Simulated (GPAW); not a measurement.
**linear V chain, spacing 2.761 A: from the magnetic state to anisotropy**

Wanted: anisotropy for linear V chain, spacing 2.761 A, with the cost of each step.

Main program and level: GPAW 26.7.0; LDA; plane waves with GPAW's PAW setups, scalar-relativistic.

This is a report of a sequence of runs, with most program output left out.

## 1. The starting structure

The cell holds 1 atom: 1 V. Cell: a = 12.000 Å, b = 12.000 Å, c = 2.761 Å, α = 90.0°, β = 90.0°, γ = 90.0°. model lattice. Vacuum lies along a and b. The structure's axis is c.

As a file:

```cif
data_structure
_symmetry_space_group_name_H-M 'P 1'
_symmetry_Int_Tables_number 1
_cell_length_a 12.0000
_cell_length_b 12.0000
_cell_length_c 2.7610
_cell_angle_alpha 90.000
_cell_angle_beta 90.000
_cell_angle_gamma 90.000
_cell_volume 397.58
loop_
_atom_site_label
_atom_site_type_symbol
_atom_site_fract_x
_atom_site_fract_y
_atom_site_fract_z
_atom_site_occupancy
V1 V 0.50000 0.50000 0.00000 1
```

## 2. Self-consistent state

All later steps read the density of this run.

order1.py

```python
import json
import numpy as np
from ase import Atoms
from ase.parallel import paropen, parprint
from gpaw import GPAW

atoms = Atoms(['V'],
    cell=[[12.0, 0.0, 0.0],
         [0.0, 12.0, 0.0],
         [0.0, 0.0, 2.761]],
    scaled_positions=[[0.5, 0.5, 0.0]],
    pbc=True,
    magmoms=[1.5])
atoms.calc = GPAW(mode={'name': 'pw', 'ecut': 550},
    xc='LDA',
    kpts={'size': (1, 1, 10), 'gamma': True},
    occupations={'name': 'fermi-dirac', 'width': 0.05},
    convergence={'density': 1e-05, 'energy': 1e-05},
    maxiter=200,
    symmetry={'tolerance': 1e-4},
    txt='order1.txt')
e = atoms.get_potential_energy(force_consistent=True)
res = {'free_energy': e, 'energy_sigma0': atoms.get_potential_energy(), 'fermi_energy': atoms.calc.get_fermi_level()}
res['moments'] = atoms.get_magnetic_moments().tolist()
res['total'] = atoms.get_magnetic_moment()
parprint('site moments (muB):', np.round(res['moments'], 3))
parprint(f"total moment: {res['total']:.3f} muB")
parprint(f'free energy: {e:.6f} eV')
atoms.calc.write('order1.gpw')
with paropen('results.json', 'w') as f:
    json.dump(res, f)
```

Run with:

```console
$ OMP_NUM_THREADS=1 python3 order1.py > order1.log
```

Run time: 36 s. Hardware: 1 MPI rank of Intel Xeon Platinum 8259CL at 2.50GHz (Skylake/Cascade Lake), shared host; peak memory 0.32 GiB.

This step gave:

```
magnetization  : 4.000 μB
final state    : ferromagnetic
largest moment : 2.953 μB
```

After 14 cycles the largest moment stands at 2.95 μB.

## 3. More states at fixed density

The steps that follow sum over empty states, which the ground-state run does not converge; 12 states a spin are converged here at the frozen density and written with their wave functions.

It starts from the saved density of the lowest of the states tried.

nscf.py

```python
from gpaw import GPAW

calc = GPAW('order1.gpw').fixed_density(
    kpts={'size': (1, 1, 12), 'gamma': True},
    nbands=16,
    convergence={'bands': 12, 'eigenstates': 1e-9},
    eigensolver='ppcg',
    parallel={'domain': 1},
    txt='nscf.txt')
calc.write('nscf.gpw', mode='all')
```

Run with:

```console
$ OMP_NUM_THREADS=1 python3 nscf.py > nscf.log
```

Wall time 54 s (1 MPI rank); peak memory 0.37 GiB.

## 4. Energy against the direction of the moments

Spin–orbit coupling is added in the basis of the saved states for each direction of the moments. The change in the band energy is the anisotropy energy, with no new self-consistent run.

anisotropy.py

```python
import json
import numpy as np
from ase.parallel import paropen, parprint
from gpaw import GPAW
from gpaw.spinorbit import soc_eigenstates

calc = GPAW('nscf.gpw')
angles = [[0.0, 0.0], [90.0, 0.0], [90.0, 90.0]]  # theta, phi in degrees
res = {'rows': []}
for scale in [1.0]:
    e0 = None
    for theta, phi in angles:
        soc = soc_eigenstates(calc, n2=12, scale=scale, theta=theta, phi=phi)
        e = soc.calculate_band_energy()
        e0 = e if e0 is None else e0
        orbital = soc.get_orbital_magnetic_moments()
        res['rows'].append([scale, theta, phi, 1000 * (e - e0), orbital.tolist()])
        parprint(f'scale {scale} theta {theta:6.1f} phi {phi:6.1f}  dE = {1000 * (e - e0):9.4f} meV  |L| =', np.round(np.linalg.norm(orbital, axis=1), 4))
with paropen('results.json', 'w') as f:
    json.dump(res, f)
```

Run with:

```console
$ OMP_NUM_THREADS=1 python3 anisotropy.py > anisotropy.log
```

It took 2.8 s on 1 MPI rank; peak memory 0.21 GiB.

Directions, in the order of the table: z (the chain axis); x; y.

Theta from the Cartesian z axis, phi from x; spin up lies along the direction. Anisotropy, by row:

```
spin-orbit scale  theta (degrees)  phi (degrees)  band energy less the first direction's (meV a cell)  orbital moment of atom 1 along the direction (μB)  sum of orbital moments along the direction (μB a cell)
               1                0              0                                                    0                                            -0.1733                                                 -0.1733
               1               90              0                                                 1.12                                           -0.04889                                                -0.04889
               1               90             90                                                 1.12                                           -0.04891                                                -0.04891
```

## 5. Results

| Item | Value |
| --- | --- |
| state | ferromagnetic |
| largest site moment | 2.95 μB |
| spread of the directions' energies | 1.12 meV a cell |
| easiest direction tried | z (the chain axis) |

About the ferromagnetic state the directions differ by 1.12 meV a cell, with z (the chain axis) easiest. The anisotropy comes from the force theorem at a frozen potential; it needs a check on a finer mesh, and shape anisotropy is not in it.

[Logs and program files are shortened in this print: banners, set-up blocks, solver, clock and traceback lines can be left out without a mark of their own.]

[Logs are printed without paths, hosts, clocks, repeated set-up lines and the standing remarks that a program may print on its own settings, such as how far it seeks lower states.]

[Hosts, paths, dates, database ids (printed as entryN), source tags and the programs' standing remarks are cut or masked in the printed files.]

[Where a cell is said to come from a database of computed structures, the database is the Materials Project.]
